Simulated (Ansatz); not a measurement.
A (011) slab of TiSi$_{2}$ (Fddd (No. 70)), 12 planes, outer planes Ti (top) and Si (bottom), with 24 atoms (Ti8Si16) in a surface cell of A = 28.312 Å², as cut from the bulk:

```
CELL_PARAMETERS angstrom
4.78069 0.00000 0.00000
0.00000 5.92223 0.00000
0.00000 0.00000 25.87483
ATOMIC_POSITIONS crystal
Si 0.75000 0.65715 0.28986
Si 0.00000 0.15715 0.28986
Si 0.25000 0.82588 0.32981
Si 0.50000 0.32588 0.32981
Ti 0.75000 0.98303 0.36702
Ti 0.00000 0.48303 0.36702
Si 0.25000 0.14018 0.40423
Si 0.50000 0.64018 0.40423
Si 0.75000 0.30892 0.44418
Si 0.00000 0.80892 0.44418
Ti 0.25000 0.46607 0.48139
Ti 0.50000 0.96607 0.48139
Si 0.75000 0.62322 0.51861
Si 0.00000 0.12322 0.51861
Si 0.25000 0.79195 0.55856
Si 0.50000 0.29195 0.55856
Ti 0.75000 0.94910 0.59577
Ti 0.00000 0.44910 0.59577
Si 0.25000 0.10625 0.63298
Si 0.50000 0.60625 0.63298
Si 0.75000 0.27498 0.67293
Si 0.00000 0.77498 0.67293
Ti 0.25000 0.43213 0.71014
Ti 0.50000 0.93213 0.71014
```

Level of theory: Ansatz, DFT r2SCAN, scalar-relativistic, plane waves, PAW. Cutoff 500 eV; k points 7×6×1 on the computed 24-atom cell (Γ-centred); Gaussian smearing, width 0.10 eV; no spin polarisation. A dipole correction removes the field between periodic images along c.

Against the same 24 atoms in the bulk, the slab as cut lies 9.655 eV higher and the relaxed slab 8.776 eV higher.

Q: Work out the surface energy before and after relaxation.

A: The slab has two faces, so γ = (E_slab − N·E_bulk)/(2A), the mean of both. As cut: 9.655/(2 × 28.312) = 0.1705 eV/Å², and 1 eV/Å² = 16.02 J/m², so γ = 2.73 J/m². Relaxed: 8.776/(2 × 28.312) = 0.1550 eV/Å² = 2.48 J/m². Relaxation recovers 9 % of the cost of cutting.

Q: What is the ideal work of this cut, per area?

A: Griffith's ideal work is 2γ: 5.46 J/m² if the new faces stay rigid, 4.97 J/m² if they relax. Other cuts parallel to this plane can cost less. One thickness was run, 12 planes, so γ can still shift with it.

Relaxation lowers the cost of the cut by only 9 %, so most of the energy comes from lost bonding rather than from the unrelaxed positions of the surface atoms. The cut runs between a Ti plane and a Si plane and so severs Ti-Si contacts, whose strength in this silicide comes largely from hybridisation of Ti 3d with Si 3p states. Shifts of the outer atoms can strengthen the remaining bonds and let charge redistribute, but they can't replace the missing neighbours.

The two faces are chemically different: one exposes Ti, the other a pair of adjacent Si planes. They probably share neither the cutting cost nor the relaxation gain equally, and 2.48 J/m² should not be assigned to either termination. The work of separation, 4.97 J/m² with relaxed faces, needs no such division, because it counts both faces together. Since the slab keeps the bulk composition, that sum is also independent of the Si chemical potential, whereas the relative stability of the two terminations would depend on it.
